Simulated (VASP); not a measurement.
# VASP 6.6.1, r²SCAN single-point calculation, SrO (strained rocksalt)

INCAR

```
NELM = 120
LCHARG = .TRUE.
IBRION = -1
ISIF = 2
METAGGA = R2SCAN
ENCUT = 520
EDIFF = 1E-7
LWAVE = .FALSE.
ALGO = Normal
LELF = .TRUE.
ISMEAR = 0
NBANDS = 15
LASPH = .TRUE.
PREC = Accurate
NSW = 0
SIGMA = 0.01
LREAL = .FALSE.
```

KPOINTS

```
KPOINTS created by Atomic Simulation Environment
0
Gamma
8 8 8
0 0 0
```

KPOINTS_OPT

```
special points
7
Reciprocal
0.0000000000 0.0000000000 0.0000000000 1
0.5000000000 0.0000000000 0.5000000000 1
0.6250000000 0.2500000000 0.6250000000 1
0.3750000000 0.3750000000 0.7500000000 1
0.5000000000 0.5000000000 0.5000000000 1
0.5000000000 0.2500000000 0.7500000000 1
0.0000000000 0.5000000000 0.5000000000 1
```

POSCAR

```
Sr O
 1.0000000000000000
    -0.0288464045000000    2.5768448447000001    2.5768448447000001
     2.5768448447000001   -0.0288464045000000    2.5768448447000001
     2.5768448447000001    2.5768448447000001   -0.0288464045000000
 Sr  O
   1   1
Cartesian
  0.0000000000000000  0.0000000000000000  0.0000000000000000
  2.5624216424499995  2.5624216424499995  2.5624216424499990
```

VASP ran with the recommended PBE PAW datasets (16 valence electrons in the cell).

Command

```
mpirun -np 1 vasp_std
```

From OUTCAR

```
k-points           NKPTS =     65   k-points in BZ     NKDIM =     65   number of bands    NBANDS=     15

   NELECT =      16.0000    total number of electrons

   dimension x,y,z NGX =    28 NGY =   28 NGZ =   28
   dimension x,y,z NGXF=    56 NGYF=   56 NGZF=   56

  energy-cutoff  :      520.00
  volume of cell :       34.80
      direct lattice vectors                 reciprocal lattice vectors
    -0.028846404  2.576844845  2.576844845    -0.190807576  0.192967747  0.192967747
     2.576844845 -0.028846404  2.576844845     0.192967747 -0.190807576  0.192967747
     2.576844845  2.576844845 -0.028846404     0.192967747  0.192967747 -0.190807576

 k-points in reciprocal lattice and weights: KPOINTS created by Atomic Simulation Env
   0.00000000  0.00000000  0.00000000       0.002
   0.12500000  0.00000000  0.00000000       0.012
   0.25000000  0.00000000  0.00000000       0.012
   0.37500000  0.00000000 -0.00000000       0.012
   0.50000000  0.00000000  0.00000000       0.006
   0.12500000  0.12500000  0.00000000       0.012
   0.25000000  0.12500000  0.00000000       0.023
   0.37500000  0.12500000 -0.00000000       0.023
   ...

 E-fermi :   1.3897

 k-point     1 :       0.0000    0.0000    0.0000
  band No.  band energies     occupation
      1     -32.3255      2.00000
      2     -14.7638      2.00000
      3     -13.3731      2.00000
      4     -13.3731      2.00000
      5     -13.3689      2.00000
      6       1.2239      2.00000
      7       1.2239      2.00000
      8       1.2598      2.00000
      9       5.7179      0.00000
     10       7.8861      0.00000
     11       7.8861      0.00000
     12       8.1000      0.00000
     13      10.2288      0.00000
     14      10.2288      0.00000
     15      14.4135      0.00000

 k-point     2 :       0.1250    0.0000    0.0000
  band No.  band energies     occupation
      1     -32.3077      2.00000
      2     -15.0520      2.00000
      3     -13.3824      2.00000
      4     -13.3810      2.00000
      5     -13.1280      2.00000
      6       0.8097      2.00000
      7       1.0373      2.00000
      8       1.0766      2.00000
      9       6.3875      0.00000
     10       7.7644      0.00000
     11       8.1830      0.00000
     12       8.3808      0.00000
     13      10.6246      0.00000
     14      10.6260      0.00000
     15      15.3875      0.00000

 k-point     3 :       0.2500    0.0000    0.0000
  band No.  band energies     occupation
      1     -32.2644      2.00000
      2     -15.5530      2.00000
      3     -13.4090      2.00000
      4     -13.4045      2.00000
      5     -12.7329      2.00000
      6       0.0244      2.00000
      7       0.6303      2.00000
      8       0.6847      2.00000
      9       7.6642      0.00000
     10       7.9390      0.00000
     11       8.9868      0.00000
     12       9.1966      0.00000
     13      11.6251      0.00000
     14      11.6255      0.00000
     15      17.3255      0.00000

 k-point     4 :       0.3750    0.0000   -0.0000
  band No.  band energies     occupation
      1     -32.2204      2.00000
      2     -15.9415      2.00000
      3     -13.4365      2.00000
      4     -13.4262      2.00000
      5     -12.4505      2.00000
      6      -0.6043      2.00000
      7       0.2703      2.00000
      8       0.3378      2.00000
      9       7.9958      0.00000
     10       9.4251      0.00000
     11       9.9663      0.00000
     12      10.1901      0.00000
     13      12.8609      0.00000
     14      12.8749      0.00000
     15      17.2493      0.00000

 k-point     5 :       0.5000    0.0000    0.0000
  band No.  band energies     occupation
      1     -32.2020      2.00000
      2     -16.0847      2.00000
      3     -13.4478      2.00000
      4     -13.4351      2.00000
      5     -12.3514      2.00000
      6      -0.8377      2.00000
      7       0.1320      2.00000
      8       0.2044      2.00000
      9       8.2222      0.00000
     10      10.1124      0.00000
     11      10.4444      0.00000
     12      10.6684      0.00000
     13      13.6652      0.00000
     14      13.6888      0.00000
     15      16.6369      0.00000

 k-point     6 :       0.1250    0.1250    0.0000
  band No.  band energies     occupation
      1     -32.3015      2.00000
      2     -15.0805      2.00000
      3     -13.4238      2.00000
      4     -13.4190      2.00000
      5     -13.0647      2.00000
      6       0.5214      2.00000
      7       1.1551      2.00000
      8       1.1811      2.00000
      9       6.4679      0.00000
     10       7.2685      0.00000
     11       8.5416      0.00000
     12       8.6761      0.00000
     13      10.4396      0.00000
     14      11.0205      0.00000
     15      15.7081      0.00000

 k-point     7 :       0.2500    0.1250    0.0000
  band No.  band energies     occupation
      1     -32.2666      2.00000
      2     -15.4059      2.00000
      3     -13.4643      2.00000
      4     -13.4477      2.00000
      5     -12.8474      2.00000
      6       0.0371      2.00000
      7       0.8601      2.00000
      8       0.9807      2.00000
      9       6.9696      0.00000
     10       7.4851      0.00000
     11       9.2376      0.00000
     12       9.4991      0.00000
     13      11.0285      0.00000
     14      11.8506      0.00000
     15      17.3787      0.00000

 k-point     8 :       0.3750    0.1250   -0.0000
  band No.  band energies     occupation
      1     -32.2230      2.00000
      2     -15.7621      2.00000
      3     -13.4926      2.00000
      4     -13.4805      2.00000
      5     -12.6383      2.00000
      6      -0.3418      2.00000
      7       0.4153      2.00000
      8       0.6210      2.00000
      9       7.2910      0.00000
     10       8.7695      0.00000
     11      10.1363      0.00000
     12      10.4370      0.00000
     13      12.2410      0.00000
     14      12.7716      0.00000
     15      17.5228      0.00000

 k-point     9 :       0.5000    0.1250    0.0000
  band No.  band energies     occupation
      1     -32.1965      2.00000
      2     -15.9621      2.00000
      3     -13.5402      2.00000
      4     -13.4816      2.00000
      5     -12.5052      2.00000
      6      -0.5786      2.00000
      7       0.2410      2.00000
      8       0.3309      2.00000
      9       7.9777      0.00000
     10       9.2003      0.00000
     11      10.8022      0.00000
     12      11.0942      0.00000
     13      13.4306      0.00000
     14      13.7071      0.00000
     15      16.0873      0.00000

 k-point    10 :      -0.3750    0.1250   -0.0000
  band No.  band energies     occupation
      1     -32.2029      2.00000
      2     -15.9322      2.00000
      3     -13.5770      2.00000
      4     -13.4451      2.00000
      5     -12.4888      2.00000
      6      -0.5775      2.00000
      7       0.2332      2.00000
      8       0.4252      2.00000
      9       8.0956      0.00000
     10       9.0735      0.00000
     11      10.3127      0.00000
     12      10.8553      0.00000
     13      13.3042      0.00000
     14      13.5778      0.00000
     15      16.2598      0.00000

 k-point    11 :      -0.2500    0.1250   -0.0000
  band No.  band energies     occupation
      1     -32.2385      2.00000
      2     -15.6895      2.00000
      3     -13.5587      2.00000
      4     -13.4002      2.00000
      5     -12.6148      2.00000
      6      -0.2688      2.00000
      7       0.3907      2.00000
      8       0.7860      2.00000
      9       7.6226      0.00000
     10       8.3521      0.00000
     11       9.3280      0.00000
     12      10.0553      0.00000
     13      12.1166      0.00000
     14      12.4460      0.00000
     15      17.8259      0.00000

 k-point    12 :      -0.1250    0.1250    0.0000
  band No.  band energies     occupation
      1     -32.2818      2.00000
      2     -15.3339      2.00000
      3     -13.4778      2.00000
      4     -13.3736      2.00000
      5     -12.8713      2.00000
      6       0.2778      2.00000
      7       0.7259      2.00000
      8       1.0743      2.00000
      9       7.1574      0.00000
     10       7.4993      0.00000
     11       8.5537      0.00000
     12       9.1381      0.00000
     13      10.9889      0.00000
     14      11.4256      0.00000
     15      16.6732      0.00000

 k-point    13 :       0.2500    0.2500    0.0000
  band No.  band energies     occupation
      1     -32.2439      2.00000
      2     -15.3641      2.00000
      3     -13.5449      2.00000
      4     -13.5360      2.00000
      5     -12.9758      2.00000
      6      -0.0586      2.00000
      7       1.0772      2.00000
      8       1.1047      2.00000
      9       6.1126      0.00000
     10       7.7251      0.00000
     11      10.1652      0.00000
     12      10.2619      0.00000
     13      11.0026      0.00000
     14      12.2241      0.00000
     15      18.5847      0.00000

 ...

  Total       -0.1534960     -0.1534960     -0.1534960      0.1303453      0.1303453      0.1303453
  in kB       -7.0677474     -7.0677474     -7.0677474      6.0017731      6.0017731      6.0017731
  external PRESSURE =      -7.0677474 kB  Pullay stress =       0.0000000 kB

 POSITION                                       TOTAL-FORCE (eV/Angst)
 -----------------------------------------------------------------------------------
      0.00000      0.00000      0.00000         0.000000     -0.000000      0.000000
      2.56242      2.56242      2.56242        -0.000000      0.000000     -0.000000
 -----------------------------------------------------------------------------------
    total drift:                                0.000000      0.000000      0.000000

  FREE ENERGIE OF THE ION-ELECTRON SYSTEM (eV)
  ---------------------------------------------------
  free  energy   TOTEN  =       -27.0536114137 eV

  energy  without entropy=      -27.0536114137  energy(sigma->0) =      -27.05361141
```

```
gap between bands v and c : 3.73 eV
least direct gap          : 3.84 eV
pressure                  : -0.7 GPa
```

Band v is the last that the valence electrons fill when counted band by band, and c is the next.

The run took about 2 min on one core of a shared host (Intel Xeon Platinum 8488C) and held 0.2 GiB at most.
